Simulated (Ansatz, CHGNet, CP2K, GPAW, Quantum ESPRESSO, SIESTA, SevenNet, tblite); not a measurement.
**GPAW runs on generalised stacking fault on (111) (glide set) of a GaP-AlP solid solution (72 atoms)**

Wanted: GPAW inputs and outputs for generalised stacking fault on (111) (glide set) of a GaP-AlP solid solution (72 atoms), checked against a plane-wave reference.

Calculated with GPAW 26.7.0; the method is named at each step.

**1. The structure**

The cell holds 72 atoms: 18 Al, 36 P and 18 Ga. Cell: a = 6.683 Å, b = 11.576 Å, c = 19.136 Å, α = 90.0°, β = 86.7°, γ = 90.0°. Zinc-blende GaP lattice (a = 5.4569 Å, the value set for the mixture), cell with z along [111], 1 x 3 x 2 periods; the third cell vector is tilted by 0.167 of 1/2[11-2] and lengthened by 0.2 Å, so the cell holds one fault (glide set); displaced by a Gaussian of 0.01 Å; 18 of 36 Ga sites given to Al at random (lattice constant by Vegard's rule between GaP and AlP). Then every atom was moved at random, 0.02 Å r.m.s. a Cartesian component. The structure's axis is c.

The yardstick, on the same geometry:

- method: Kohn-Sham DFT, PBE, PAW, plane waves (Ansatz 0.2.0); cutoff 420 eV, Γ point, fermi-dirac smearing of 0.05 eV; PAW set soft_2
- r.m.s. force component: 0.5074 eV/Å
- longest force: 3.049 eV/Å
- pressure: 2.982 GPa
- gap (highest filled to lowest empty level): 0.4477 eV
- SCF cycles: 9
- time: 18 s on 4 threads of Arm Neoverse V1, shared host
- CPU time: 68 s

**2. PBE, LCAO dzp, h 0.2 Å**

Method: Kohn-Sham DFT, PBE, PAW, atomic orbitals (dzp).

The input, run.py:

```python
import numpy as np
from ase.io import read
from gpaw import GPAW, FermiDirac

atoms = read("structure.xyz")
atoms.calc = GPAW(
    mode="lcao",
    basis="dzp",
    h=0.2,
    xc="PBE",
    kpts={"size": (1, 1, 1), "gamma": True},
    occupations=FermiDirac(0.05),
    maxiter=200,
    symmetry={"point_group": False},
    txt="gpaw.txt",
)
energy = atoms.get_potential_energy(force_consistent=True)
forces = atoms.get_forces()
print(f"energy {energy:.6f} eV")
print("forces (eV/A)")
for i, (a, f) in enumerate(zip(atoms, forces)):
    print(f"{i:4d} {a.symbol:2s} {f[0]:10.5f} {f[1]:10.5f} {f[2]:10.5f}")
print(f"Fermi level {atoms.calc.get_fermi_level():.4f} eV")
for k in range(len(atoms.calc.get_ibz_k_points())):
    for s in range(atoms.calc.get_number_of_spins()):
        e = atoms.calc.get_eigenvalues(kpt=k, spin=s)
        n = np.searchsorted(e, atoms.calc.get_fermi_level())
        print(f"k {k} spin {s} levels about the Fermi level:", np.round(e[max(n - 6, 0):n], 4).tolist(), "|", np.round(e[n:n + 6], 4).tolist())
```

The input, structure.xyz:

```xyz
72
Lattice="6.68331 0.00000 0.00000 0.00000 11.57583 0.00000 1.11391 0.00000 19.10326" Properties=species:S:1:pos:R:3 pbc="T T T"
Al 3.35804 1.92946 0.38417
P 3.35373 1.89971 2.75507
Ga 5.57636 1.91985 3.54748
P 5.60989 1.95597 5.92316
Ga 0.02318 0.00116 0.38493
P 6.66192 0.00000 2.79882
Al 2.23249 11.56541 3.55072
P 2.26547 0.01968 5.91819
Ga 4.46668 0.00706 6.68022
P 4.47940 0.01771 9.08417
Al 3.30091 5.76662 0.38207
P 3.35521 5.83862 2.74266
Ga 5.53184 5.78896 3.56562
P 5.55359 5.76418 5.89183
Al 6.69214 3.83114 0.42428
P 6.67243 3.81817 2.74877
Ga 2.22107 3.87570 3.52799
P 2.20426 3.89828 5.94818
Al 4.43523 3.88276 6.65443
P 4.47912 3.87038 9.02553
Ga 1.12703 1.94208 6.68824
P 1.11199 1.94995 9.02763
Ga 3.35097 1.94659 9.83340
P 3.34501 1.94127 12.17260
Al 5.58703 1.93027 12.99270
P 5.52679 1.90654 15.36494
Ga 6.67959 0.00914 9.81965
P 6.69452 11.53566 12.18922
Al 2.19211 11.57490 12.99843
P 2.22646 0.00891 15.35959
Ga 4.45591 0.02500 16.11188
P 4.49221 11.54886 18.50877
Ga 3.34543 9.63908 0.38226
P 3.33823 9.63561 2.76883
Al 5.56305 9.69707 3.55760
P 5.56381 9.67855 5.90998
Ga 6.66793 7.75627 0.39295
P 6.69499 7.71541 2.76539
Al 2.22042 7.69075 3.56047
P 2.26342 7.72513 5.92660
Al 4.47719 7.72837 6.68748
P 4.44916 7.70707 9.09392
Ga 1.10567 5.79833 6.68194
P 1.11004 5.77194 9.10079
Al 3.32086 5.78699 9.84315
P 3.36230 5.79972 12.22609
Al 5.56506 5.76523 13.02861
P 5.53685 5.80076 15.32540
Al 6.68015 3.87570 9.86702
P 6.68480 3.81759 12.23793
Al 2.23205 3.86702 13.01639
P 2.20910 3.86031 15.39990
Ga 4.48669 3.79178 16.16308
P 4.49385 3.83403 18.51966
Al 1.09853 1.91869 16.15410
P 1.15354 1.93166 18.50495
[... 12 atom lines left out ...]
Ga 1.09046 5.78386 16.15085
P 7.76247 5.82125 18.55882
Al 1.11865 9.64961 16.16441
P 1.13361 9.60099 18.56780
```

Run with:

```console
$ OMP_NUM_THREADS=1 python run.py > output.txt
```

The program printed:

```text
energy -328.498658 eV
forces (eV/A)
   0 Al   -0.09109   -0.76668    1.47004
   1 P    -0.08367    0.24255   -0.28708
   2 Ga   -0.36643   -0.03872    0.45182
   3 P    -0.46149    0.07530   -0.30164
   4 Ga   -0.05672   -0.25896    1.71570
   5 P     0.81605   -0.09131   -0.59656
   6 Al   -0.27401   -0.01836    0.07222
   7 P    -0.38284   -0.53489   -0.37235
   8 Ga   -0.02858    0.42134    0.68410
   9 P    -0.39861   -0.52375   -0.46399
  10 Al   -0.08785    0.78502    0.91266
  11 P    -0.28140   -0.54076   -0.37492
  12 Ga    0.43830   -0.10007   -0.41297
  13 P     0.12908    0.62459    0.31219
  14 Al   -0.08973    0.81266    0.90302
  15 P     0.18900    0.68286   -0.09274
  16 Ga    0.02534   -0.05048    0.36219
  17 P     0.70820   -0.41414   -0.85440
  18 Al   -0.14695   -0.43655    0.44624
  19 P     0.11666    0.32965   -0.04907
  20 Ga   -0.03587   -0.04148    0.16556
  21 P     0.19239    0.17046    0.33951
  22 Ga   -0.30105    0.08706   -0.14499
  23 P     0.10686   -0.11576    0.69217
[...]
64 Ga   -0.54567    0.99583    0.75186
  65 P    -0.06852    0.64076   -0.26640
  66 Ga   -0.44970    0.14526    0.16391
  67 P     0.19239   -1.20569   -0.95400
  68 Ga   -0.35344    0.13838    0.51043
  69 P    -0.02621   -1.25553   -1.41712
  70 Al   -0.21917   -0.30389    0.19886
  71 P     0.08477    2.32811   -2.97663
Fermi level 5.9230 eV
k 0 spin 0 levels about the Fermi level: [4.4178, 4.4572, 4.4606, 4.9139, 4.9819, 5.6999] | [6.147, 6.3523, 6.5384, 6.6004, 6.6529, 6.7334]
```

gpaw.txt:

```text
Input parameters:
  mode=LCAO(),
  basis={'default': 'dzp'},
  h=0.2,
  kpts=MonkhorstPack(size=(1, 1, 1), gamma=True),
  maxiter=200,
  occupations=Occupations(name='fermi-dirac', width=0.05, fixmagmom=False),
  symmetry=Symmetry(point_group=False),
  xc=XC(name='PBE')
Unit cell  # Å
| periodic |        x |         y |         z |   lengths |    angles |
|----------|----------|-----------|-----------|-----------|-----------|
|      yes | 6.683310 |  0.000000 |  0.000000 |  6.683310 | 90.000000 |
|      yes | 0.000000 | 11.575830 |  0.000000 | 11.575830 | 86.662865 |
|      yes | 1.113910 |  0.000000 | 19.103260 | 19.135708 | 90.000000 |
Number of symmetries: 1
Symmetry operations  # r_c * U_cc + t_c -> r_c
|   | kind |            matrix            |
|---|------|------------------------------|
| 0 |  E   |  1, 0, 0,  0, 1, 0,  0, 0, 1 |
BZ-sampling:
  Number of BZ points: 1
  Number of IBZ points: 1
  Monkhorst-Pack size: [1, 1, 1]
  Monkhorst-Pack shift: [0, 0, 0]
[... lines left out ...]
  Fermi-Dirac:
    width: 0.0500  # eV
FastPoissonSolver using
    Stencil: 8*3+1=25 point O(h^6) finite-difference Laplacian
xc functional:
  name: PBE with 2 nearest neighbor stencil
interpolation: tri-quintic # 5. degree polynomial
Initialization done in: 9.779 s
convergence criteria:
- Maximum [total energy] change in last 3 cyles: 0.0005 eV / valence electron
- Maximum integral of absolute [dens]ity change: 0.0001 electrons / valence electron
- Maximum integral of absolute [eigenst]ate change: 4e-08 eV^2 / valence electron
maximum number of iterations: 200
SCF iterations
|iter     |      energy | eigst |  dens |
|---------|-------------|-------|-------|
|iter:   1| -333.546729 |      c|       |
|iter:   2| -332.385802 |      c| -0.87 |
|iter:   3| -330.044176 |      c| -0.90 |
|iter:   4| -353.922703 |      c| -1.46 |
[...]
|iter:   8| -328.606782 |      c| -2.18 |
|iter:   9| -328.513807 |      c| -2.36 |
|iter:  10| -328.494703c|      c| -2.64 |
|iter:  11| -328.492666c|      c| -2.92 |
|iter:  12| -328.492352c|      c| -3.19 |
|iter:  13| -328.492273c|      c| -3.52 |
|iter:  14| -328.492368c|      c| -4.02c|
Converged in 14 steps
SCF loop duration: 211.021 s (15.073 s/step)
Energy contributions relative to reference atoms: (reference = -1405690.598002)
Energy contributions:
  Kinetic:         869.574323
  Coulomb:        -757.276524
  Zero:              1.113737
  External:          0.000000
  Xc:             -441.897614
  Entropy:          -0.012579
  Spinorbit:         0.000000
  ----------------------------
  Free energy:    -328.498658
  Extrapolated:   -328.492368
dipole moment: (2.842307, -140.065308, -31.561992)  # |e|*Ang
Fermi level: 5.923
Eigenvalues  # (at kpt = [0.000, 0.000, 0.000])
| band index |      eig [eV] | occ [0-2] |
|------------|---------------|-----------|
|          0 |        -7.556 |     2.000 |
|        ... |               |           |
|        136 |         4.155 |     2.000 |
|        137 |         4.181 |     2.000 |
[...]
|        151 |         6.928 |     0.000 |
|        ... |               |           |
|        176 |         8.487 |     0.000 |
Gap: 0.447 eV
Transition (v -> c):
  (s=0, k=0, n=143, [0.00, 0.00, 0.00]) -> (s=0, k=0, n=144, [0.00, 0.00, 0.00])
No difference between direct/indirect transitions
Force computation time: 35.920  # s
timing:  # [seconds]
  Total:  256.746  # ━━━━━━━━━━━━━━━━━━━━━━━━━━━━━━━━━━━━━━━━━━━━━━━━━━━━━━━━
  Init:     9.779  # ━━
  SCF:    211.021  # ━━━━━━━━━━━━━━━━━━━━━━━━━━━━━━━━━━━━━━━━━━━━━━
  Forces:  35.920  # ━━━━━━━━
```

Run time: 4.3 min. Hardware: 1 thread of Arm Neoverse V1, shared host; peak memory 1.5 GiB.

Banners, paths, timers and routine set-up lines are dropped from the logs unmarked, and long logs keep their key lines alone; longer cuts are marked.

Compared with the plane-wave run:

```
r.m.s. force component                           : 0.602 eV/Å
r.m.s. difference of force components            : 131.5 meV/Å
longest difference of force vectors              : 740.2 meV/Å
force difference over r.m.s. force               : 25.91 %
slope of forces against the reference's          : 1.17
correlation of force components                  : 0.9863
gap (highest filled to lowest empty level) : 0.4471 eV
gap difference                                   : -0.0006 eV
```

This run lies far from the reference in forces at the same functional. Basis and potentials both differ; the latter hold 288 valence electrons against the reference's 468.

Length of the force difference by element (eV/Å):

| element | atoms | mean | most |
| --- | --- | --- | --- |
| Al | 18 | 0.032 | 0.090 |
| Ga | 18 | 0.15 | 0.58 |
| P | 36 | 0.25 | 0.74 |

Levels nearest the highest filled one (eV from it): -1.28, -1.24, -1.24, -0.79, -0.72, 0.00, 0.45, 0.65, 0.84, 0.90, 0.95, 1.03.

The surroundings of Al15, which has 3 bonded neighbours where the commonest count for Al is 4, nearest first, numbered as they follow in the input and with coordinates relative to it.

| atom | x | y | z | distance (Å) | bonds | Fx | Fy | Fz (eV/Å) |
| --- | --- | --- | --- | --- | --- | --- | --- | --- |
| Al15 | 0.00 | 0.00 | 0.00 | 0.00 | 3 | -0.09 | 0.81 | 0.90 |
| P56 | 0.03 | -1.90 | -1.02 | 2.16 | 3 | 0.07 | 0.00 | -1.67 |
| P70 | -0.04 | 1.99 | -0.97 | 2.21 | 3 | -0.03 | -1.26 | -1.42 |
| P16 | -0.02 | -0.01 | 2.32 | 2.32 | 4 | 0.19 | 0.68 | -0.09 |
| P54 | -3.31 | 0.00 | -1.01 | 3.46 | 3 | 0.16 | 0.42 | -1.31 |
| P54 | 3.37 | 0.00 | -1.01 | 3.52 | 3 | 0.16 | 0.42 | -1.31 |
| Ga17 | 2.21 | 0.04 | 3.10 | 3.81 | 4 | 0.03 | -0.05 | 0.36 |
| Al11 | 3.29 | 1.94 | -0.04 | 3.82 | 3 | -0.09 | 0.79 | 0.91 |
| Ga3 | -1.12 | -1.91 | 3.12 | 3.83 | 4 | -0.37 | -0.04 | 0.45 |

Atoms are counted from 1 here, from 0 in the log.

Forces lie 26 % from the reference's, at 3.8 times its CPU time (on 1 against 4 cores).

**3. PBE, LCAO sz(dzp), h 0.2 Å**

Method: Kohn-Sham DFT, PBE, PAW, atomic orbitals (sz(dzp)).

run.py: that of step 2 with these lines changed.

```diff
@@ -7,3 +7,3 @@
     mode="lcao",
-    basis="dzp",
+    basis="sz(dzp)",
     h=0.2,
```

structure.xyz is that of step 2.

The program printed:

```text
energy -297.192328 eV
forces (eV/A)
   0 Al   -0.10681   -0.83101    1.63048
   1 P     0.06322    0.53357   -0.11328
   2 Ga   -0.43724   -0.02566    0.54055
   3 P    -0.31687   -0.16645   -0.44005
   4 Ga   -0.08329   -0.26949    1.81489
   5 P     0.81822    0.22116   -0.86204
[...]
69 P     0.00726   -1.09087   -1.91746
  70 Al   -0.21005   -0.30907    0.45590
  71 P     0.11932    2.49216   -3.07318
Fermi level 6.2839 eV
k 0 spin 0 levels about the Fermi level: [4.4131, 4.4599, 4.462, 5.2403, 5.3175, 5.8252] | [6.7437, 6.94, 7.0114, 7.2529, 7.3824, 7.4321]
```

gpaw.txt:

```text
Input parameters:
  mode=LCAO(),
  basis={'default': 'sz(dzp)'},
  h=0.2,
  kpts=MonkhorstPack(size=(1, 1, 1), gamma=True),
  maxiter=200,
  occupations=Occupations(name='fermi-dirac', width=0.05, fixmagmom=False),
[... lines left out ...]
  Fermi-Dirac:
[... lines left out ...]
convergence criteria:
- Maximum [total energy] change in last 3 cyles: 0.0005 eV / valence electron
[... lines left out ...]
Converged in 12 steps
[... lines left out ...]
  Free energy:    -297.192328
[... lines left out ...]
Fermi level: 6.284
[... lines left out ...]
|        ... |               |           |
|        176 |         9.516 |     0.000 |
Gap: 0.918 eV
Transition (v -> c):
  (s=0, k=0, n=143, [0.00, 0.00, 0.00]) -> (s=0, k=0, n=144, [0.00, 0.00, 0.00])
No difference between direct/indirect transitions
Force computation time: 7.333  # s
timing:  # [seconds]
  Total:  61.698  # ━━━━━━━━━━━━━━━━━━━━━━━━━━━━━━━━━━━━━━━━━━━━━━━━━━━━━━━━━
  Init:    7.776  # ━━━━━━━
  SCF:    46.561  # ━━━━━━━━━━━━━━━━━━━━━━━━━━━━━━━━━━━━━━━━━━━
  Forces:  7.333  # ━━━━━━━
```

Elapsed: 63 s, on 1 thread; peak memory 1.1 GiB.

Numbers from this run, and their distance from the reference:

| Item | Value |
| --- | --- |
| r.m.s. force component | 0.6699 eV/Å |
| r.m.s. difference of force components | 178.6 meV/Å |
| longest difference of force vectors | 911.4 meV/Å |
| force difference over r.m.s. force | 35.19 % |
| slope of forces against the reference's | 1.31 |
| correlation of force components | 0.9919 |
| gap (highest filled to lowest empty level) | 0.9185 eV |
| gap difference | 0.4708 eV |

This is a coarse setting, run to see what it loses.

Against the first run (26 %), the force difference from the reference is 35 %, at 0.24 times the CPU time, with 288 basis functions against 936: the smaller basis costs accuracy.

**4. PBE, LCAO dzp, h 0.2 Å, other mixer settings**

Method: Kohn-Sham DFT, PBE, PAW, atomic orbitals (dzp).

run.py: that of step 3 with these lines changed.

```diff
@@ -2,3 +2,3 @@
 from ase.io import read
-from gpaw import GPAW, FermiDirac
+from gpaw import GPAW, FermiDirac, Mixer
 
@@ -7,3 +7,3 @@
     mode="lcao",
-    basis="sz(dzp)",
+    basis="dzp",
     h=0.2,
@@ -12,2 +12,3 @@
     occupations=FermiDirac(0.05),
+    mixer=Mixer(0.03, 7, 100),
     maxiter=200,
```

structure.xyz is that of step 3.

The program printed:

```text
energy -328.498654 eV
forces (eV/A)
   0 Al   -0.09136   -0.76633    1.47206
   1 P    -0.08300    0.24480   -0.27887
   2 Ga   -0.36686   -0.03844    0.45211
   3 P    -0.46166    0.07550   -0.29794
   4 Ga   -0.05682   -0.25899    1.71702
   5 P     0.81682   -0.09086   -0.58959
   6 Al   -0.27387   -0.01871    0.07280
   7 P    -0.38177   -0.53396   -0.36759
   8 Ga   -0.02904    0.42140    0.68286
   9 P    -0.39896   -0.52304   -0.46692
  10 Al   -0.08869    0.78515    0.91391
  11 P    -0.28075   -0.54174   -0.36728
[...]
67 P     0.19199   -1.20524   -0.95401
  68 Ga   -0.35309    0.13843    0.51105
  69 P    -0.02512   -1.25393   -1.41578
  70 Al   -0.21921   -0.30422    0.20001
  71 P     0.08525    2.32677   -2.97573
Fermi level 5.9226 eV
k 0 spin 0 levels about the Fermi level: [4.4174, 4.4568, 4.4604, 4.9131, 4.9811, 5.6992] | [6.1469, 6.3522, 6.5385, 6.6009, 6.6526, 6.7334]
```

gpaw.txt:

```text
Input parameters:
  mode=LCAO(),
  basis={'default': 'dzp'},
  h=0.2,
  kpts=MonkhorstPack(size=(1, 1, 1), gamma=True),
  maxiter=200,
  mixer=Pulay(name='pulay', nmaxold=7, beta=0.03, weight=100, sigma=0.015, g_ss=None),
  occupations=Occupations(name='fermi-dirac', width=0.05, fixmagmom=False),
[... lines left out ...]
  Fermi-Dirac:
[... lines left out ...]
convergence criteria:
- Maximum [total energy] change in last 3 cyles: 0.0005 eV / valence electron
[... lines left out ...]
Converged in 20 steps
[... lines left out ...]
  Free energy:    -328.498654
[... lines left out ...]
Fermi level: 5.923
[... lines left out ...]
|          0 |        -7.555 |     2.000 |
|        ... |               |           |
|        136 |         4.154 |     2.000 |
|        137 |         4.180 |     2.000 |
[...]
|        151 |         6.928 |     0.000 |
|        ... |               |           |
|        176 |         8.487 |     0.000 |
Gap: 0.448 eV
Transition (v -> c):
  (s=0, k=0, n=143, [0.00, 0.00, 0.00]) -> (s=0, k=0, n=144, [0.00, 0.00, 0.00])
No difference between direct/indirect transitions
Force computation time: 35.520  # s
timing:  # [seconds]
  Total:  346.630  # ━━━━━━━━━━━━━━━━━━━━━━━━━━━━━━━━━━━━━━━━━━━━━━━━━━━━━━━━
  Init:     9.601  # ━╸
  SCF:    301.482  # ━━━━━━━━━━━━━━━━━━━━━━━━━━━━━━━━━━━━━━━━━━━━━━━━╸
  Forces:  35.520  # ━━━━━╸
```

Wall time 5.8 min (1 thread); peak memory 1.5 GiB.

Numbers from this run, and their distance from the reference:

* r.m.s. force component: 0.6019 eV/Å
* r.m.s. difference of force components: 131.3 meV/Å
* longest difference of force vectors: 738.8 meV/Å
* force difference over r.m.s. force: 25.88 %
* slope of forces against the reference's: 1.17
* correlation of force components: 0.9864
* gap (highest filled to lowest empty level): 0.4477 eV
* gap difference: 0 eV
* energy less the same-level run's: 0.0001 meV/atom
* r.m.s. force difference from the same-level run: 1.952 meV/Å

This run lies far from the reference in forces at the same functional. Basis and potentials both differ; the latter hold 288 valence electrons against the reference's 468.

Against the first run (26 %), the force difference from the reference is 26 %, at 1.3 times the CPU time (20 SCF steps against 14): another solver or mixer reaches the same state.

(Part 1 of 2 ends here.)

[Also dropped from logs without a mark: logging warnings of Python, and SIESTA's first energy breakdown and zero terms.]

[Logs are printed without paths, hosts, clocks, repeated set-up lines and the standing remarks that a program may print on its own settings, such as how far it seeks lower states.]

[Hosts, paths, dates, database ids (printed as entryN), source tags and the programs' standing remarks are cut or masked in the printed files.]
